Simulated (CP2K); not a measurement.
**Au under changes of volume**

One of the cells (18.207 Å³/atom); the others are scaled copies at fixed shape and fractional positions:

```
Au
1.0
     2.87047    0.00000    0.00000
    -0.95682    2.70631    0.00000
    -0.95682   -1.35315    2.34373
Au
1
Cartesian
  0.0000 0.0000 0.0000
```

This isn't the form of Au at room conditions, which is fcc.

| Item | Value |
| --- | --- |
| Program | CP2K 2026.2 |
| Functional | LDA |
| Potentials or basis | GTH_POTENTIALS Au GTH-PADE-q11; TZVP-MOLOPT-PBE-GTH basis |
| Density cutoff | 6803 eV |
| k mesh | 11 × 11 × 11 |
| Occupations | fermi-dirac, width 0.0259 eV |
| Spin | no spin polarisation |

```tsv
volume (Å³/atom)	energy over the lowest point (meV/atom)	pressure (GPa)
17.115	0.00	0.2
17.479	3.74	-3.3
17.843	14.73	-6.3
18.207	32.07	-9.0
18.571	?	?
18.935	83.13	-13.3
19.299	115.42	-15.1
```

Question: What does the run at 18.571 Å³/atom give?

Answer: Energy over the lowest point 55.11 meV/atom; pressure -11.3 GPa.

Worked out: A Birch-Murnaghan fit of order 3 (a polynomial in V^(-2/3)) to the other rows has its minimum at 17.12 Å³/atom with B0 = V·E''(V) = 170 GPa and B' = 5.0. It gives 55.13 meV/atom at 18.571 Å³/atom, against the run's 55.11, and -dE/dV = -11.3 GPa, against -11.3.

Energies are extrapolated to zero smearing.

Caveats: with these potentials and basis sets, volumes of gold and of layered tellurides can stand 1.5 % and more from those of plane-wave programs; the basis of atomic orbitals isn't converged, which shifts pressures, moduli and gaps.
